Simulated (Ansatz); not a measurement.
**MgTe (wurtzite structure)**

Method: PBE, scalar-relativistic; no spin polarisation; PAW, 420 eV, 8×8×6 k-mesh, Gaussian smearing of 0.05 eV; code Ansatz; PAW files: Ansatz's generated set soft_2.

```
Mg Te
1.0
     4.60808    0.00000    0.00000
    -2.30404    3.99071    0.00000
     0.00000    0.00000    7.50098
Mg Te
2 2
Cartesian
  2.3040 1.3302 0.0060
  0.0000 2.6605 3.7565
  2.3040 1.3302 4.6836
  0.0000 2.6605 0.9331
```

The start was a prototype's sites filled with these elements; the Crystallography Open Database holds the compound in this structure.

Elastic constants come from the stress of slightly strained cells with relaxed atoms, in GPa, Voigt order xx, yy, zz, yz, xz, xy in the Cartesian frame of the vectors above.

```
51.2 27.6 23.0  0.0  0.0  0.0
27.6 51.2 23.0  0.0  0.0  0.0
23.0 23.0 55.5  0.0  0.0  0.0
 0.0  0.0  0.0 10.6  0.0  0.0
 0.0  0.0  0.0  0.0 10.6  0.0
 0.0  0.0  0.0  0.0  0.0 11.8
```

Task: Work out the Voigt, Reuss and Hill moduli.

Result: Voigt: K = (C11 + C22 + C33 + 2(C12 + C13 + C23))/9 = 34 GPa, G = (C11 + C22 + C33 − C12 − C13 − C23 + 3(C44 + C55 + C66))/15 = 12.2 GPa. Reuss, from the compliances S = C⁻¹: K = 34 GPa, G = 11.9 GPa. Hill means: K = 34 GPa, G = 12.1 GPa.

Task: And Young's modulus, Poisson's ratio, Pugh's ratio and the anisotropy?

Result: E = 9KG/(3K + G) = 32 GPa, ν = (3K − 2G)/(6K + 2G) = 0.34, K/G = 2.81 (over the 1.75 that Pugh's rule, made for metals, takes as the line between brittle and ductile), universal anisotropy index 5G_V/G_R + K_V/K_R − 6 = 0.13. The eigenvalues of C are 10.6, 10.6, 11.8, 24, 33, 102 GPa, all positive.

Task: What sound velocities and Debye temperature follow for a polycrystal?

Result: With a density of 3.657 g/cm³ (mean mass 76.0 u, 34.48 Å³/atom), K = 33.9 and G = 12.06 GPa from the unrounded constants, v_l = √((K + 4G/3)/ρ) = 3700 m/s and v_t = √(G/ρ) = 1820 m/s. The mean [(1/v_l³ + 2/v_t³)/3]^(−1/3) is 2040 m/s, and θ_D = (ħ/k_B)(6π²/V)^(1/3) v_m ≈ 190 K, with V the volume an atom. This is the low-temperature, elastic estimate.

The equation of state, an independent route, gives B0 = 34 GPa; its match is the Reuss value, 34 GPa, which holds for uniform pressure.

It ran for 7.4 min on 2 threads of Arm Neoverse V2, on a shared host, peak memory 0.66 GiB.

 Scalar-relativistic only: spin–orbit splittings of the heavy atoms' levels are missing.
